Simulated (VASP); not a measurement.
# Ti (P6/mmm) in VASP: further runs

One crystal, Ti, is run at these levels: PBEsol, r2SCAN; tasks: single point.

Everything below comes from runs of VASP 6.6.1. Logs are shortened: lines on timing, memory, paths and dates and some standing lists are left out, and cuts for length are marked.

## Step 1: Starting point

It takes space group P6/mmm (No. 191, hexagonal). The conventional cell has a = 4.512 Å, b = 4.512 Å, c = 2.798 Å, α = 90.00°, β = 90.00°, γ = 120.00°. Ti (site symmetry 6/mmm) is surrounded by 14 Ti at 2.80 to 2.96 Å. Ti (site symmetry -6m2) is surrounded by 11 Ti at 2.60 to 2.96 Å.

This isn't the form of Ti at room conditions, which is hcp.

## Step 2: Single point, PBEsol

Input file INCAR:

```
PREC     = Accurate       # precision mode
ENCUT    = 700            # plane-wave cutoff, eV
EDIFF    = 1E-6           # SCF threshold, eV
ISMEAR   = 0              # smearing method
SIGMA    = 0.1            # smearing width, eV
LREAL    = False          # projectors in reciprocal space
LASPH    = True           # aspherical terms in the spheres
NELM     = 80             # most SCF steps
ALGO     = Normal         # electronic algorithm
ISIF     = 2              # what is computed and relaxed
LWAVE    = False          # write WAVECAR
LCHARG   = False          # write CHGCAR
GGA      = PS             # functional
NBANDS   = 25             # bands
```

Input file KPOINTS:

```
Automatic mesh
0
Gamma
  12 12 14
```

Input file POSCAR:

```
Ti
1.0
    4.5115800000      0.0000000000      0.0000000000
   -2.2557900000      3.9071500000      0.0000000000
    0.0000000000      0.0000000000      2.7980500000
Ti
3
Direct
    1.0000000000      1.0000000000      0.0000000000
    0.3333300000      0.6666700000      0.5000000000
    0.6666700000      0.3333300000      0.5000000000
```

Potentials or basis: VASP PAW PBE potentials, release 64 (Ti_sv).

Launch:

```sh
> cat potpaw_PBE.64/Ti_sv/POTCAR > POTCAR
> mpirun -np 1 vasp_std > vasp.out
```

OUTCAR:

```text
PREC = Accurate
   ENCUT = 700
   EDIFF = 1E-6
   ISMEAR = 0
   LREAL = False
   LASPH = True
   NELM = 80
   ISIF = 2
   GGA = PS

 ion  position               nearest neighbor table
   1  0.000  0.000  0.000-
   2  0.333  0.667  0.500-   3 2.60   3 2.60   3 2.60
   3  0.667  0.333  0.500-   2 2.60   2 2.60   2 2.60

  LATTYP: Found a hexagonal cell.
 ALAT       =     4.5115800000
 C/A-ratio  =     0.6201929258

  Lattice vectors:

 A1 = (   4.5115800000,   0.0000000000,   0.0000000000)
 A2 = (  -2.2557900000,   3.9071500000,   0.0000000000)
 A3 = (   0.0000000000,   0.0000000000,   2.7980500000)

Analysis of symmetry for initial positions (statically):
=====================================================================
 Subroutine PRICEL returns:
 Original cell was already a primitive cell.

 Routine SETGRP: Setting up the symmetry group for a
 hexagonal supercell.

 Subroutine GETGRP returns: Found  8 space group operations
 (whereof  8 operations were pure point group operations)
 out of a pool of 24 trial point group operations.

The static configuration has the point symmetry D_2h.

Analysis of symmetry for dynamics (positions and initial velocities):
=====================================================================
 Subroutine PRICEL returns:
 Original cell was already a primitive cell.

 Routine SETGRP: Setting up the symmetry group for a
 hexagonal supercell.

 Subroutine GETGRP returns: Found  8 space group operations
 (whereof  8 operations were pure point group operations)
 out of a pool of 24 trial point group operations.

The dynamic configuration has the point symmetry D_2h.

 Subroutine INISYM returns: Found  8 space group operations
 (whereof  8 operations are pure point group operations),
 and found     1 'primitive' translations

----------------------------------------------------------------------------------------

                                     Primitive cell

  volume of cell :      49.3224

  direct lattice vectors                    reciprocal lattice vectors
     4.511580000  0.000000000  0.000000000     0.221651838  0.127970516  0.000000000
    -2.255790000  3.907150000  0.000000000     0.000000000  0.255941031  0.000000000
     0.000000000  0.000000000  2.798050000     0.000000000  0.000000000  0.357391755

  length of vectors
     4.511580000  4.511586156  2.798050000     0.255941380  0.255941031  0.357391755

  position of ions in fractional coordinates (direct lattice)
     0.000000000  0.000000000  0.000000000
     0.333330000  0.666670000  0.500000000
     0.666670000  0.333330000  0.500000000

  ion indices of the primitive-cell ions
   primitive index   ion index
                 1           1
                 2           2
                 3           3

----------------------------------------------------------------------------------------

 KPOINTS: Automatic mesh

Automatic generation of k-mesh.
 Grid dimensions read from file:
 generate k-points for:   12   12   14

 Generating k-lattice:

  Cartesian coordinates                     Fractional coordinates (reciprocal lattice)
     0.018470987  0.010664210  0.000000000     0.083333333  0.000000000  0.000000000
     0.000000000  0.021328419  0.000000000     0.000000000  0.083333333  0.000000000
     0.000000000  0.000000000  0.025527982     0.000000000  0.000000000  0.071428571

  Length of vectors
     0.021328448  0.021328419  0.025527982

  Shift w.r.t. Gamma in fractional coordinates (k-lattice)
     0.000000000  0.000000000  0.000000000

 Subroutine IBZKPT returns following result:
 ===========================================

 Found    344 irreducible k-points:

 Following reciprocal coordinates:
            Coordinates               Weight
  0.000000  0.000000  0.000000      1.000000
  0.083333  0.000000  0.000000      4.000000
 -0.083333  0.083333  0.000000      2.000000
  0.166667  0.000000  0.000000      4.000000
 -0.166667  0.166667  0.000000      2.000000
  0.250000 -0.000000  0.000000      4.000000
[... 16 lines left out ...]
 -0.083333  0.416667  0.000000      4.000000
 -0.416667  0.333333  0.000000      4.000000
 [... further k-points ...]
   k-points           NKPTS =    344   k-points in BZ     NKDIM =    344   number of bands    NBANDS=     25
   number of dos      NEDOS =    301   number of ions     NIONS =      3
   total plane-waves  NPLWV =  38400
   dimension x,y,z NGX =    40 NGY =   40 NGZ =   24
   dimension x,y,z NGXF=    80 NGYF=   80 NGZF=   48
   ions per type =               3
   NGX,Y,Z   is equivalent  to a cutoff of  14.74, 14.74, 14.26 a.u.
   NGXF,Y,Z  is equivalent  to a cutoff of  29.48, 29.48, 28.52 a.u.
 SYSTEM =  unknown system
   PREC   = accura    normal or accurate (medium, high low for compatibility)
   ISTART =      0    job   : 0-new  1-cont  2-samecut
   ICHARG =      2    charge: 1-file 2-atom 10-const
   ISPIN  =      1    spin polarized calculation?
   LNONCOLLINEAR =      F non collinear calculations
[... 29 lines left out ...]
   GGA     = PS    functional components
   LHFCALC =     F    Hartree Fock is set to
   AEXX    =    0.0000 exact exchange contribution
   IVDW    =     0    specifies the selected vdW correction
   LEPSILON=     F    determine dielectric tensor
   LRPA    =     F    only Hartree local field effects (RPA)
 non-spin polarized calculation
 Gauss-broadening in eV      SIGMA  =   0.10
  energy-cutoff  :      700.00
  volume of cell :       49.32
 maximum number of plane-waves:      2106
   NGX = 19   NGY = 19   NGZ = 13

 number of electron      35.9999996 magnetization

 Free energy of the ion-electron system (eV)
  ---------------------------------------------------
  ext. energy  EPLUGINS =         0.00000000
  ---------------------------------------------------
  free energy    TOTEN  =       -25.06650585 eV

  energy without entropy =      -25.05288862  energy(sigma->0) =      -25.05969724

 E-fermi :   8.6816     XC(G=0): -11.8998

 val. band max:        8.6746347883   @ k =   0.4167   0.0000   0.1429
 cond. band min:       8.6998610224   @ k =   0.2500   0.2500   0.3571
 fundamental gap:      0.0252262341
 Fermi energy:         8.6816113915

 k-point     1 :       0.0000    0.0000    0.0000
  band No.  band energies     occupation
      1     -47.9006      2.00000
      2     -47.6356      2.00000
      3     -47.4449      2.00000
      4     -24.3312      2.00000
      5     -24.3312      2.00000
      6     -24.2436      2.00000
[... 17 lines left out ...]
     24      10.5614      0.00000
     25      10.6535      0.00000

 k-point     2 :       0.0833    0.0000    0.0000
  band No.  band energies     occupation
      1     -47.8992      2.00000
      2     -47.6339      2.00000
      3     -47.4481      2.00000
      4     -24.3650      2.00000
      5     -24.3588      2.00000
      6     -24.2091      2.00000
[... 17 lines left out ...]
     24      10.3820      0.00000
     25      10.8766      0.00000

 k-point     3 :      -0.0833    0.0833    0.0000
  band No.  band energies     occupation
      1     -47.8992      2.00000
      2     -47.6339      2.00000
      3     -47.4481      2.00000
      4     -24.3650      2.00000
      5     -24.3588      2.00000
      6     -24.2092      2.00000
[... 17 lines left out ...]
     24      10.3820      0.00000
     25      10.8935      0.00000

 k-point     4 :       0.1667    0.0000    0.0000
  band No.  band energies     occupation
      1     -47.8954      2.00000
      2     -47.6286      2.00000
      3     -47.4576      2.00000
      4     -24.4182      2.00000
      5     -24.3867      2.00000
      6     -24.1541      2.00000
[... 17 lines left out ...]
     24      10.2723      0.00000
     25      11.1471      0.00000
[... 477 lines left out ...]
 k-point    22 :       0.3333    0.0833    0.0000
  band No.  band energies     occupation
      1     -47.8834      2.00000
      2     -47.5983      2.00000
      3     -47.5012      2.00000
      4     -24.5060      2.00000
      5     -24.3546      2.00000
      6     -24.1060      2.00000
[... 17 lines left out ...]
     24      11.0644      0.00000
     25      11.2160      0.00000

 k-point    23 :      -0.0833    0.4167    0.0000
  band No.  band energies     occupation
      1     -47.8834      2.00000
      2     -47.5984      2.00000
      3     -47.5012      2.00000
      4     -24.5060      2.00000
      5     -24.3546      2.00000
      6     -24.1060      2.00000
[... 17 lines left out ...]
     24      11.0645      0.00000
     25      11.2160      0.00000

 k-point    24 :      -0.4167    0.3333    0.0000
  band No.  band energies     occupation
      1     -47.8834      2.00000
      2     -47.5984      2.00000
      3     -47.5012      2.00000
      4     -24.5060      2.00000
      5     -24.3546      2.00000
      6     -24.1060      2.00000
[... 17 lines left out ...]
     24      11.0645      0.00000
     25      11.2160      0.00000

 [... further k-points ...]

------------------------ aborting loop because EDIFF is reached ----------------------------------------

  FORCE on cell =-STRESS in cart. coord.  units (eV):
  Direction    XX          YY          ZZ          XY          YZ          ZX
  --------------------------------------------------------------------------------------
  -------------------------------------------------------------------------------------
  Total       -0.0021101     -0.0021771     -0.0047493     -0.0000580      0.0000000      0.0000000
  in kB       -0.0685448     -0.0707211     -0.1542758     -0.0018845      0.0000000      0.0000000
  external PRESSURE =      -0.0978473 kB  Pullay stress =       0.0000000 kB

 VOLUME and BASIS-vectors are now :
 -----------------------------------------------------------------------------
  energy-cutoff  :      700.00
  volume of cell :       49.32
      direct lattice vectors                 reciprocal lattice vectors
     4.511580000  0.000000000  0.000000000     0.221651838  0.127970516  0.000000000
    -2.255790000  3.907150000  0.000000000     0.000000000  0.255941031  0.000000000
     0.000000000  0.000000000  2.798050000     0.000000000  0.000000000  0.357391755

 POSITION                                       TOTAL-FORCE (eV/Angst)
 -----------------------------------------------------------------------------------
      0.00000      0.00000      0.00000         0.000000      0.000000      0.000000
     -0.00002      2.60478      1.39902         0.000149     -0.000086      0.000000
      2.25581      1.30237      1.39902        -0.000149      0.000086      0.000000
 -----------------------------------------------------------------------------------
    total drift:                                0.000000      0.000000      0.000000

  FREE ENERGIE OF THE ION-ELECTRON SYSTEM (eV)
  ---------------------------------------------------
  free  energy   TOTEN  =       -25.0665058510 eV

  energy  without entropy=      -25.0528886202  energy(sigma->0) =      -25.05969724
```

Run time: 7.7 min. Hardware: 1 thread of AMD EPYC 9R14 (Zen 4), shared host; peak memory 0.53 GiB.

What came out:

| Quantity | Value |
| --- | --- |
| Free energy | -25.0665 eV |
| Pressure | 0.0 GPa |
| Band gap on the k mesh | none (metal or under the smearing width) |

Levels at points of the mesh, in eV from the Fermi level:
```
           k point  band 16  band 17  band 18  band 19  band 20  band 21
(0.00, 0.00, 0.00)    -0.71    -0.61    -0.61    -0.01     0.71     1.34
(0.50, 0.00, 0.00)    -0.45    -0.43    -0.37     0.05     0.56     1.04
(0.50, 0.50, 0.00)    -0.45    -0.43    -0.37     0.05     0.56     1.04
(0.00, 0.00, 0.50)    -1.73    -1.71    -1.71     1.10     1.10     1.31
(0.50, 0.00, 0.50)    -1.24    -0.68    -0.67     0.35     0.83     1.04
(0.50, 0.50, 0.50)    -1.24    -0.68    -0.67     0.35     0.83     1.04
```

Caveat: the PAW data sets were made with another functional, which shifts forces and pressure a little.

## Step 3: Single point, PBEsol

Changes to INCAR since step 2:

```diff
@@ -1,3 +1,3 @@
 PREC     = Accurate       # precision mode
-ENCUT    = 700            # plane-wave cutoff, eV
+ENCUT    = 520            # plane-wave cutoff, eV
 EDIFF    = 1E-6           # SCF threshold, eV
```

Input file KPOINTS:

```
Automatic mesh
0
Gamma
  18 18 22
```

POSCAR is that of step 2.

Potentials or basis: VASP PAW PBE potentials, release 64 (Ti_sv).

Launch:

```sh
> cat potpaw_PBE.64/Ti_sv/POTCAR > POTCAR
> mpirun -np 1 vasp_std > vasp.out
```

Run time: 16 min. Hardware: 1 thread of AMD EPYC 9R14 (Zen 4), shared host; peak memory 0.96 GiB.

It converged, with:

- Free energy: -25.0655 eV
- Pressure: 0.0 GPa
- Band gap on the k mesh: none (metal or under the smearing width)

Levels at points of the mesh, in eV from the Fermi level:
```csv
k point,band 15,band 16,band 17,band 18,band 19,band 20,band 21,band 22
"(0.00, 0.00, 0.00)",-0.72,-0.72,-0.61,-0.61,-0.01,0.71,1.34,1.34
"(0.50, 0.00, 0.00)",-2.73,-0.45,-0.43,-0.38,0.04,0.56,1.04,1.26
"(0.50, 0.50, 0.00)",-2.73,-0.45,-0.43,-0.38,0.04,0.56,1.04,1.26
"(0.00, 0.00, 0.50)",-2.22,-1.73,-1.71,-1.71,1.09,1.09,1.31,1.31
"(0.50, 0.00, 0.50)",-1.79,-1.24,-0.69,-0.67,0.34,0.83,1.03,1.10
"(0.50, 0.50, 0.50)",-1.79,-1.24,-0.69,-0.67,0.34,0.83,1.03,1.10
```

Caveat: the PAW data sets were made with another functional, which shifts forces and pressure a little.

## Step 4: Single point, PBEsol

Changes to INCAR since step 3:

```diff
@@ -4,3 +4,3 @@
 ISMEAR   = 0              # smearing method
-SIGMA    = 0.1            # smearing width, eV
+SIGMA    = 0.5            # smearing width, eV
 LREAL    = False          # projectors in reciprocal space
```

Input file KPOINTS:

```
Automatic mesh
0
Gamma
  12 12 14
```

POSCAR is that of step 3.

Launch:

```sh
> cat potpaw_PBE.64/Ti_sv/POTCAR > POTCAR
> mpirun -np 1 vasp_std > vasp.out
```

It took 5.3 min on 1 thread of AMD EPYC 9R14 (Zen 4), shared host; peak memory 0.39 GiB.

It converged, with:

```yaml
Free_energy: -25.2566 eV
Pressure: 0.7 GPa
Band_gap_on_the_k_mesh: none (metal or under the smearing width)
```

Stress tensor (GPa, compression positive):
```
 1.11  0.00  0.00
 0.00  1.11  0.00
 0.00  0.00 -0.21
```

Levels at points of the mesh, in eV from the Fermi level:
```
           k point  band 15  band 16  band 17  band 18  band 19  band 20  band 21  band 22
(0.00, 0.00, 0.00)    -0.65    -0.65    -0.58    -0.58     0.01     0.77     1.40     1.40
(0.50, 0.00, 0.00)    -2.69    -0.42    -0.38    -0.35     0.12     0.62     1.10     1.29
(0.50, 0.50, 0.00)    -2.69    -0.42    -0.38    -0.35     0.12     0.62     1.10     1.29
(0.00, 0.00, 0.50)    -2.17    -1.69    -1.66    -1.66     1.13     1.13     1.34     1.34
(0.50, 0.00, 0.50)    -1.76    -1.19    -0.65    -0.64     0.42     0.93     1.07     1.14
(0.50, 0.50, 0.50)    -1.76    -1.19    -0.65    -0.64     0.42     0.93     1.07     1.15
```

Caveat: the PAW data sets were made with another functional, which shifts forces and pressure a little.

## Step 5: Single point, PBEsol

Changes to INCAR since step 4:

```diff
@@ -1,6 +1,6 @@
 PREC     = Accurate       # precision mode
-ENCUT    = 520            # plane-wave cutoff, eV
+ENCUT    = 900            # plane-wave cutoff, eV
 EDIFF    = 1E-6           # SCF threshold, eV
 ISMEAR   = 0              # smearing method
-SIGMA    = 0.5            # smearing width, eV
+SIGMA    = 0.1            # smearing width, eV
 LREAL    = False          # projectors in reciprocal space
```

KPOINTS is that of step 4.

POSCAR is that of step 4.

Launch:

```sh
> cat potpaw_PBE.64/Ti_sv/POTCAR > POTCAR
> mpirun -np 1 vasp_std > vasp.out
```

Run time: 13 min. Hardware: 1 thread of AMD EPYC 9R14 (Zen 4), shared host; peak memory 0.74 GiB.

It converged, with:

- Free energy: -25.0674 eV
- Pressure: 0.0 GPa
- Band gap on the k mesh: none (metal or under the smearing width)

Levels at points of the mesh, in eV from the Fermi level:
```csv
k point,band 14,band 15,band 16,band 17,band 18,band 19,band 20,band 21,band 22,band 23
"(0.00, 0.00, 0.00)",-2.06,-0.71,-0.71,-0.61,-0.61,-0.01,0.71,1.34,1.34,1.88
"(0.50, 0.00, 0.00)",-3.58,-2.73,-0.45,-0.43,-0.37,0.05,0.56,1.04,1.26,1.99
"(0.50, 0.50, 0.00)",-3.58,-2.73,-0.45,-0.43,-0.37,0.05,0.56,1.04,1.26,1.99
"(0.00, 0.00, 0.50)",-2.22,-2.22,-1.73,-1.71,-1.71,1.10,1.10,1.31,1.31,3.10
"(0.50, 0.00, 0.50)",-2.17,-1.79,-1.24,-0.68,-0.67,0.35,0.83,1.04,1.10,2.34
"(0.50, 0.50, 0.50)",-2.17,-1.79,-1.24,-0.68,-0.67,0.35,0.83,1.04,1.10,2.34
```

Caveat: the PAW data sets were made with another functional, which shifts forces and pressure a little.

## Step 6: Single point, r2SCAN

Changes to INCAR since step 5:

```diff
@@ -1,3 +1,3 @@
 PREC     = Accurate       # precision mode
-ENCUT    = 900            # plane-wave cutoff, eV
+ENCUT    = 520            # plane-wave cutoff, eV
 EDIFF    = 1E-6           # SCF threshold, eV
@@ -12,3 +12,4 @@
 LCHARG   = False          # write CHGCAR
-GGA      = PS             # functional
+METAGGA  = R2SCAN         # meta-GGA
+LMIXTAU  = True         
 NBANDS   = 25             # bands
```

KPOINTS is that of step 5.

POSCAR is that of step 5.

Potentials or basis: VASP PAW PBE potentials, release 64 (Ti_sv).

Launch:

```sh
> cat potpaw_PBE.64/Ti_sv/POTCAR > POTCAR
> mpirun -np 1 vasp_std > vasp.out
```

Wall time 29 min (1 thread of AMD EPYC 9R14 (Zen 4), shared host); peak memory 0.4 GiB.

Results (log left out):

```yaml
Free_energy: -38.8761 eV
Pressure: 4.8 GPa
Band_gap_on_the_k_mesh: none (metal or under the smearing width)
```

Stress tensor (GPa, compression positive):
```
4.94 0.00 0.00
0.00 4.94 0.00
0.00 0.00 4.58
```

Levels at points of the mesh, in eV from the Fermi level:
| k point | band 16 | band 17 | band 18 | band 19 | band 20 | band 21 |
| --- | --- | --- | --- | --- | --- | --- |
| (0.00, 0.00, 0.00) | -0.81 | -0.78 | -0.78 | 0.05 | 0.86 | 1.48 |
| (0.50, 0.00, 0.00) | -0.47 | -0.38 | -0.37 | 0.07 | 0.66 | 1.06 |
| (0.50, 0.50, 0.00) | -0.47 | -0.38 | -0.37 | 0.07 | 0.66 | 1.06 |
| (0.00, 0.00, 0.50) | -1.99 | -1.88 | -1.88 | 1.17 | 1.17 | 1.45 |
| (0.50, 0.00, 0.50) | -1.36 | -0.87 | -0.80 | 0.45 | 0.94 | 1.01 |
| (0.50, 0.50, 0.50) | -1.36 | -0.87 | -0.80 | 0.45 | 0.94 | 1.01 |

Caveat: the PAW data sets were made with another functional, which shifts forces and pressure a little.

## Step 7: The runs side by side

```csv
level,k mesh,cutoff (eV),smearing,gap on the mesh (eV),pressure (GPa)
PBEsol,12 × 12 × 14,700,gaussian 0.1 eV,none,0.0
PBEsol,18 × 18 × 22,520,gaussian 0.1 eV,none,0.0
PBEsol,12 × 12 × 14,520,gaussian 0.5 eV,none,0.7
PBEsol,12 × 12 × 14,900,gaussian 0.1 eV,none,0.0
r2SCAN,12 × 12 × 14,520,gaussian 0.1 eV,none,4.8
```

Alike in all rows: task single point; potentials or basis VASP PAW PBE potentials, release 64 (Ti_sv); no spin polarisation; cell as given.

Every run on the cell as given and a fine mesh finds a metal. The pressure there spans 0.0 GPa (PBEsol) to 4.8 GPa (r2SCAN); a positive pressure means that this level wants a larger cell, a negative one a smaller.

Caveats: the PAW data sets were made with another functional, which shifts forces and pressure a little.

Total energies depend on the potentials used, so only differences within one code and one set of settings carry meaning.
